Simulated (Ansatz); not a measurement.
# CoSi2: the crystal squeezed far

One table from this session's results is given with a row withheld; the runs are named, their logs left out.

Method: DFT, PBE, PAW with Ansatz's default frozen-core files, scalar-relativistic, in Ansatz 0.2.0.

### Starting point

Symmetry: I4/mmm, No. 139, tetragonal system. The conventional cell has a = 2.955 Å, b = 2.955 Å, c = 7.239 Å, α = 90.00°, β = 90.00°, γ = 90.00°. Around Co (site symmetry 4/mmm) lie 10 Si at 2.41 to 2.43 Å. Around Si (site symmetry 4mm) lie 5 Si at 2.39 to 2.42 Å and 5 Co at 2.41 to 2.43 Å.

As a file:

```cif
data_structure
_symmetry_space_group_name_H-M 'I4/mmm'
_symmetry_Int_Tables_number 139
_cell_length_a 2.9548
_cell_length_b 2.9548
_cell_length_c 7.2393
_cell_angle_alpha 90.000
_cell_angle_beta 90.000
_cell_angle_gamma 90.000
_cell_volume 63.21
loop_
_atom_site_label
_atom_site_type_symbol
_atom_site_symmetry_multiplicity
_atom_site_Wyckoff_symbol
_atom_site_fract_x
_atom_site_fract_y
_atom_site_fract_z
_atom_site_occupancy
Co1 Co 2 a 0.00000 0.00000 0.00000 1
Si1 Si 4 e 0.00000 0.00000 0.33500 1
```

The file gives the conventional cell by its symmetry; the runs use the cell typed in the input.

Whether this phase is the stable one at these pressures isn't tested.

Atoms are numbered in the order of the input: Co1, Si2, Si3.

Set-up of the first run:

input.yaml

```yaml
crystal:
  lattice:
    - [-1.4774060651, 1.4774060651, 3.6196448595]
    - [1.4774060651, -1.4774060651, 3.6196448595]
    - [1.4774060651, 1.4774060651, -3.6196448595]
  atoms:
    - { symbol: Co, position: [0.0, 0.0, 0.0] }
    - { symbol: Si, position: [0.335, 0.335, 0.0] }
    - { symbol: Si, position: [-0.335, -0.335, 0.0] }
kpoints:
  mp_grid: { grid: [14, 14, 14] }
scf:
  occupations: { method: fermi_dirac, width: 0.05 }
hamiltonian:
  xc: pbe
  pseudopotentials: { kind: paw }
output:
  forces: true
  stress: true
relax:
  f_tol: 0.005
  max_steps: 40
  cell: {}
```

On the command line:

```
$ ansatz run input.yaml --threads 1 --pin off --max-ram 3072MiB --backend cpu --events-out ev --progress --plain --runs-dir out
```

Among the steps run: Cell relaxed at zero pressure, PAW; More of the same log: cell relaxed at zero pressure; Volume scaled by 1, PAW; Volume scaled by 1, PAW (partial_waves polarizable); Shape and atoms relaxed at 0.94 of the volume, PAW; Volume scaled by 0.94, PAW; Shape and atoms relaxed at 0.88 of the volume, PAW; Volume scaled by 0.88, PAW; Shape and atoms relaxed at 0.8 of the volume, PAW; Volume scaled by 0.8, PAW; Shape and atoms relaxed at 0.72 of the volume, PAW; More of the same log: shape and atoms relaxed at 0.72 of the volume; Volume scaled by 0.72, PAW; Shape and atoms relaxed at 0.62 of the volume, PAW; More of the same log: shape and atoms relaxed at 0.62 of the volume; Volume scaled by 0.62, PAW; Volume scaled by 0.62, PAW (cutoff 300 eV).

One of the session's tables, all rows but one given; the rest of the session is left out.

```
                         method  volume over the first  volume (Å³/atom)  pressure (GPa)  largest force (eV/Å)
                            PAW                      1            12.035            0.00                 0.000
                            PAW                   0.94            11.313           12.15                 0.000
                            PAW                   0.88            10.590           29.16                 0.000
                            PAW                    0.8             9.628           62.85                 0.001
                            PAW                   0.72             8.665          115.89                 0.001
                            PAW                   0.62                 ?               ?                     ?
            PAW (cutoff 300 eV)                   0.62             7.461          228.08                 0.027
PAW (partial_waves polarizable)                      1            12.035           -0.01                 0.002
```

Q: Estimate the row for PAW, 0.62 from the others.

**Answer.** volume (Å³/atom): 7.461; pressure (GPa): 229.46; largest force (eV/Å): 0.000.

To keep in mind: Spin polarisation is left out here, though a magnetic state may lie well lower. Warnings in the runs' records: cutoff below recommended.
